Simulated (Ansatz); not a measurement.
**AlN: a trigonal deformation path**

The task here is to estimate one member of a computed series from the others.

Computed with Ansatz 0.2.0 (DFT PBE, scalar-relativistic, plane waves, PAW, unless a step's input says otherwise).

### The starting structure

The structure is cubic, space group F-43m (No. 216). The conventional cell has a = 4.368 Å, b = 4.368 Å, c = 4.368 Å, α = 90.00°, β = 90.00°, γ = 90.00°. Al (site symmetry -43m) is surrounded by 4 N at 1.89 Å. N (site symmetry -43m) is surrounded by 4 Al at 1.89 Å.

As a file:

```xyz
2
Lattice="0.0000 2.1840 2.1840 2.1840 0.0000 2.1840 2.1840 2.1840 0.0000" Properties=species:S:1:pos:R:3 pbc="T T T"
Al    0.0000    0.0000    0.0000
N     3.2760    3.2760    3.2760
```

It goes back to an entry of the Materials Project, which need not be the stable form.

The cell is taken as given, not relaxed at this level.

### Zero of energy

The reference gives a free energy of -924.2035 eV, pressure 4.86 GPa, largest force 0.000 eV/Å and gap on the mesh 3.33 eV. It was computed beforehand with the settings of the runs below.

The first run:

At fixed volume and fractional coordinates, lengths along (0.577, 0.577, 0.577) are scaled against those across it; ρ is that ratio over its starting value.

input.yaml reads:

```yaml
crystal:
  lattice:
    - [-0.9172198195, 1.834439639, 1.834439639]
    - [1.834439639, -0.9172198195, 1.834439639]
    - [1.834439639, 1.834439639, -0.9172198195]
  atoms:
    - { symbol: Al, position: [0.0, 0.0, 0.0] }
    - { symbol: "N", position: [0.75, 0.75, 0.75] }
basis:
  ecutwfc: 420
kpoints:
  mp_grid: { grid: [10, 10, 10] }
hamiltonian:
  xc: pbe
scf:
  occupations: { method: gaussian, width: 0.05 }
output:
  forces: true
  stress: true
  eigenvalues: true
  write_density: true
  write_potential: true
  elf: true
  volumetric_format: npy
```

Run with:

```sh
> ansatz run input.yaml --threads 1 --pin off --max-ram 2560MiB --backend cpu --events-out ev --progress --plain --runs-dir out
```

Among the steps run: Point ρ = 0.500; At ρ = 2.000; Point ρ = 0.710; Point ρ = 1.410; Point ρ = 0.600; Point ρ = 0.850; Point ρ = 1.200; Point ρ = 1.700; Point ρ = 0.930; At ρ = 1.080.

One of the session's tables, all rows but one given; the rest of the session is left out.

The scan, with free energies counted from the undisturbed cell:

| ρ | ΔE (meV/atom) | pressure (GPa) | gap on the mesh (eV) |
| --- | --- | --- | --- |
| 0.500 | 7582.1 | 197.0 | 0.68 |
| 0.600 | 3549.6 | 101.0 | 1.21 |
| 0.710 | ? | ? | ? |
| 0.850 | 284.0 | 12.8 | 2.71 |
| 0.930 | 53.9 | 6.4 | 3.05 |
| 1.000 | 0.0 | 4.9 | 3.33 |
| 1.080 | 56.4 | 6.4 | 3.12 |
| 1.200 | 301.6 | 13.0 | 2.59 |
| 1.410 | 995.8 | 31.2 | 0.00 |
| 1.700 | 2055.7 | 57.5 | 0.00 |
| 2.000 | 2928.1 | 75.8 | 0.00 |

Q: Estimate the row for ρ = 0.710 from the others.

Worked estimate for «ΔE (meV/atom)». A straight line through the neighbours (0.600, 3549.6) and (0.850, 284.0) gives 3549.6 + (284.0 − 3549.6) × (0.710 − 0.600) / (0.850 − 0.600) = 2112.7; a parabola fitted to 4 rows on both sides gives 1223.3.

**Answer.** ΔE (meV/atom): 1410.6; pressure (GPa): 44.1; gap on the mesh (eV): 2.06. In «ΔE (meV/atom)» the line misses by +702.1 and the parabola by -187.3.

Where the gap reads zero, the mesh chosen for the insulator is on the coarse side.

To keep in mind: Spin polarisation is off in the runs that give these values; a magnetic solution could lie lower.
